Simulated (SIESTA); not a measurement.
Pb:

```
Pb
1.0
     0.00000    3.43900    3.43900
     3.43900    0.00000    3.43900
     3.43900    3.43900    0.00000
Pb
2
Direct
  0.25000 0.25000 0.25000
  0.00000 0.00000 0.00000
```

This isn't the form of Pb at room conditions, which is fcc.

| Quantity | Value |
| --- | --- |
| Program | SIESTA 5.4.2 |
| Task | single point |
| Functional | PBEsol |
| Potentials or basis | PseudoDojo 0.4 standard (PBEsol files) |
| Basis | DZP (energy shift 0.003 Ry; two zetas on semicore shells) |
| Grid cutoff | 500 Ry |
| Energy shift | 0.003 Ry |
| k mesh | 7 × 7 × 7 |
| Occupations | fermi-dirac, width 0.05 eV |
| Spin | no spin polarisation |

On this cell: pressure 0.9 GPa; largest force zero by symmetry; band gap on the k mesh none (metal or under the smearing width).

The same run follows on a disturbed copy (atoms moved at random, drawn with an rms of 0.05 Å):

```
Pb
1.0
     0.00000    3.43900    3.43900
     3.43900    0.00000    3.43900
     3.43900    3.43900    0.00000
Pb
2
Cartesian
  1.7106 1.6887 1.6887
  0.0015 0.0945 -0.0265
```

Question: What does the disturbed cell give?

Answer: The energy (extrapolated to zero smearing) moves by +19.5 meV/atom; pressure 1.1 GPa; largest force 0.675 eV/Å; band gap on the k mesh none (metal or under the smearing width).

Forces on the atoms (eV/Å):
```
Pb   0.067  0.670  0.042
Pb  -0.066 -0.670 -0.042
```

Stress tensor (GPa, compression positive):
```
1.20 0.12 1.90
0.12 0.81 0.19
1.90 0.19 1.20
```

Caveats: the basis of atomic orbitals isn't converged, which shifts pressures, moduli and gaps.
